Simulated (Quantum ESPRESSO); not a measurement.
Cl:

```
Cl
1.0
     3.14500   -2.25000    0.00000
     3.14500    2.25000    0.00000
     0.00000    0.00000    8.21000
Cl
4
Cartesian
  3.1450 0.5850 3.2840
  3.1450 1.6650 7.3890
  3.1450 -0.5850 4.9260
  3.1450 -1.6650 0.8210
```

Base run:

- Program: Quantum ESPRESSO 7.5
- Functional: LDA
- Potentials or basis: PseudoDojo 0.4.1 SR LDA standard
- Cutoff: 762 eV
- Density cutoff: 3048 eV
- k mesh: 7 × 7 × 4
- Occupations: fermi-dirac, width 0.05 eV
- Spin: no spin polarisation

Its results: band gap on the k mesh 2.32 eV, indirect (least direct gap 2.37 eV); pressure -2.5 GPa; largest force 0.207 eV/Å.

After a change of settings the same cell gave: band gap on the k mesh 2.37 eV, indirect (least direct gap 2.42 eV); pressure -2.5 GPa; largest force 0.176 eV/Å. Which change was it?
A. potentials or basis from PseudoDojo 0.4.1 SR LDA standard to JTH 2.0 LDA; cutoff from 762 eV to 490 eV; density cutoff from 3048 eV to 2939 eV; k mesh from 7 × 7 × 4 to 4 × 4 × 2
B. functional from LDA to PBE; potentials or basis from PseudoDojo 0.4.1 SR LDA standard to SSSP 1.3 efficiency PBE; cutoff from 762 eV to 748 eV; density cutoff from 3048 eV to 5987 eV
C. functional from LDA to r2SCAN; potentials or basis from PseudoDojo 0.4.1 SR LDA standard to SG15 PBE 1.2; cutoff from 762 eV to 789 eV; density cutoff from 3048 eV to 3157 eV
D. functional from LDA to PBEsol; potentials or basis from PseudoDojo 0.4.1 SR LDA standard to PseudoDojo 0.4.1 SR PBEsol standard; cutoff from 762 eV to 789 eV; density cutoff from 3048 eV to 3157 eV

A.

Caveats: some runs use coarse meshes; the cutoff is low for these files, which shifts pressure and relaxed volume (some runs); the Wannier minimisation didn't converge (some runs).

Not every run made on this cell is shown here.
